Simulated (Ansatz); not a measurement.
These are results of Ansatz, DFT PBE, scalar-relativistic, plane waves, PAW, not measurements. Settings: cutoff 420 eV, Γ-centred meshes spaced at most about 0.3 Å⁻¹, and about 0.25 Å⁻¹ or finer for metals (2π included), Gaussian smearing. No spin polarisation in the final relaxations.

Temperature and zero-point effects are left out.

Two relaxed structures of InP:

A.

Space group F-43m (No. 216). a = 5.960 Å, b = 5.960 Å, c = 5.960 Å, α = 90.00°, β = 90.00°, γ = 90.00°
```json
{"atom": "In", "site": "4a", "symmetry": "-43m", "x": "0.0000", "y": "0.0000", "z": "0.0000"}
{"atom": "P", "site": "4c", "symmetry": "-43m", "x": "0.2500", "y": "0.2500", "z": "0.2500"}
```

B.

Space group P-6m2 (No. 187). a = 3.850 Å, b = 3.850 Å, c = 3.440 Å, α = 90.00°, β = 90.00°, γ = 120.00°
| atom | site | symmetry | x | y | z |
| --- | --- | --- | --- | --- | --- |
| In | 1a | -6m2 | 0.0000 | 0.0000 | 0.0000 |
| P | 1f | -6m2 | 0.6667 | 0.3333 | 0.5000 |

Question: Which form is favoured at zero pressure, and by what margin per atom?

Answer: A is lower, by 0.41 eV/atom. A has the zinc blende type, space group F-43m (No. 216), 26.5 Å³/atom and a gap of 0.44 eV on its mesh; B has the tungsten carbide type, space group P-6m2 (No. 187), 22.1 Å³/atom and no gap. Counting P atoms around In (those within 1.25 times the shortest such distance or 1.15 times the sum of covalent radii), A has In 4 and B has In 6. The lower one is the more open, so pressure narrows the difference. In A, In has 4 P at 2.58 Å; P is surrounded by 4 In at 2.58 Å. In B, In has 6 P at 2.81 Å; P has 6 In at 2.81 Å. Origin: A is a cell as deposited in COD, relaxed; B was invented.

Kohn–Sham gaps at this level usually fall short of measured ones. Cells relaxed within their symmetry can be saddle points.
